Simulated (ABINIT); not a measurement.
**Au: relaxation of cell and atoms with PBEsol**

Au:

```
Au
1.0
     1.41131   -2.55593    0.00000
     1.41131    2.55593    0.00000
     0.00000    0.00000    4.89317
Au
2
Direct
  0.33467 0.66533 0.25000
  0.66533 0.33467 0.75000
```

This isn't the form of Au at room conditions, which is fcc.

```yaml
Program: ABINIT 10.8.3 (patched build)
Task: relaxation of cell and atoms
Functional: PBEsol
Potentials_or_basis: JTH PAW PBE v2.0
Cutoff: 544 eV
k_mesh: 11 × 11 × 6
Occupations: fermi-dirac, width 0.05 eV
Spin: no spin polarisation
Cell_freedom_optcell: 2
Cutoff_smearing_ecutsm_Ha: 0.5
Optimiser_ionmov: 2
Force_stop_Ha/bohr: 5e-05
Fine-grid_cutoff: 1088.46 eV
```

```
Relaxed volume                                        : 17.09 Å³/atom
Relaxed cell                                          : a = 2.873 Å, b = 2.873 Å, c = 4.781 Å, α = 90.00°, β = 90.00°, γ = 120.00°
Space group after relaxing (to 0.05 Å)                : P6_3/mmc (No. 194)
Energy gained by relaxing                             : 14.8 meV/atom
Ionic steps                                           : 18
Pressure after relaxing                               : 0.0 GPa
Band gap on the k mesh                                : none (metal or under the smearing width)
Valence electrons inside the program's atomic spheres : Au 9.49 (radii [1.3275] Å)
```

Step by step:
| step | energy change (eV) | largest force (eV/Å) | pressure (GPa) | volume (Å³) |
| --- | --- | --- | --- | --- |
| 1 | 0.0000 | 0.0225 | -4.72 | 35.30 |
| 2 | -0.0142 | 0.0265 | -2.60 | 34.79 |
| 3 | -0.0239 | 0.0251 | 0.88 | 34.04 |
| 4 | -0.0255 | 0.0215 | 0.84 | 34.04 |
| 5 | -0.0296 | 0.0008 | 0.13 | 34.15 |
| 6 | -0.0296 | 0.0028 | 0.02 | 34.17 |
| 7 | -0.0296 | 0.0035 | 0.00 | 34.17 |
| 8 | -0.0297 | 0.0042 | -0.02 | 34.18 |
| 9 | -0.0297 | 0.0047 | -0.02 | 34.18 |
| 10 | -0.0297 | 0.0045 | -0.01 | 34.18 |
| 11 | -0.0297 | 0.0043 | 0.00 | 34.18 |
| 12 | -0.0297 | 0.0040 | 0.01 | 34.17 |
| 13 | -0.0297 | 0.0035 | 0.02 | 34.17 |
| 14 | -0.0297 | 0.0025 | 0.03 | 34.17 |
| 15 | -0.0297 | 0.0013 | 0.04 | 34.17 |
| 16 | -0.0297 | 0.0003 | 0.04 | 34.17 |
| 17 | -0.0297 | 0.0006 | 0.02 | 34.17 |
| 18 | -0.0297 | 0.0003 | 0.00 | 34.17 |

Final structure:
```
Au
1.0
     1.43654   -2.48819    0.00000
     1.43654    2.48819    0.00000
     0.00000    0.00000    4.78050
Au
2
Direct
  0.33325 0.66675 0.25000
  0.66675 0.33325 0.75000
```

Levels at points of the mesh, in eV from the Fermi level:
```csv
k point,band 7,band 8,band 9,band 10,band 11,band 12,band 13,band 14,band 15
"(0.00, 0.00, 0.00)",-4.20,-3.56,-3.56,-2.15,-2.15,-1.12,2.78,15.10,16.52
"(0.00, 0.00, 0.50)",-4.57,-4.57,-2.61,-2.61,-2.61,-2.61,10.87,10.87,15.44
```

Run time: 41 min on 1 thread of Intel(R) Xeon(R) Processor @ 2.50GHz (Skylake/Cascade Lake), with other jobs on the host, peak memory 0.21 GiB.

Caveat: the PAW data sets were made with another functional, which shifts forces and pressure a little. The run has no spin-orbit coupling, so splittings on Au are missing.
